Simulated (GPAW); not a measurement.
Fe:

```
CELL_PARAMETERS angstrom
-1.44300 1.44300 1.44300
1.44300 -1.44300 1.44300
1.44300 1.44300 -1.44300
ATOMIC_POSITIONS crystal
Fe 0.00000 0.00000 0.00000
```

- Program: GPAW 26.7.0
- Task: relaxation of cell and atoms
- Functional: RPBE
- Dispersion: D4
- Potentials or basis: the program's PAW data sets (release 1.2.1) made for this functional
- Cutoff: 600 eV
- Basis: pw
- k mesh: 13 × 13 × 13
- Occupations: fermi-dirac, width 0.05 eV
- Spin: collinear spin, ferromagnetic start
- Starting moments: [3.0] μB

At the start: pressure -9.6 GPa; volume 12.02 Å³/atom.

Task: How do energy, volume and symmetry change on relaxing?

Result: Over 4 steps the energy falls by 25.6 meV/atom and the volume is 11.27 Å³/atom (-6.2 %); space group Im-3m (No. 229, to 0.05 Å); moment 2.13 μB per cell.

The path:
```csv
step,energy change (eV),largest force (eV/Å),pressure (GPa),volume (Å³)
1,0.0000,0.0000,-9.65,12.02
2,-0.0178,0.0000,-6.03,11.65
3,-0.0243,0.0000,2.75,11.11
4,-0.0256,0.0000,-0.25,11.27
```

Final structure:
```xyz
1
Lattice="-1.4125 1.4125 1.4125 1.4125 -1.4125 1.4125 1.4125 1.4125 -1.4125" Properties=species:S:1:pos:R:3 pbc="T T T"
Fe    0.0000    0.0000    0.0000
```

Caveat: each step starts from the last one's moments, so a moment once lost doesn't come back; later steps reuse the first step's grids; pairwise dispersion overbinds metals, which lowers pressure and volume.
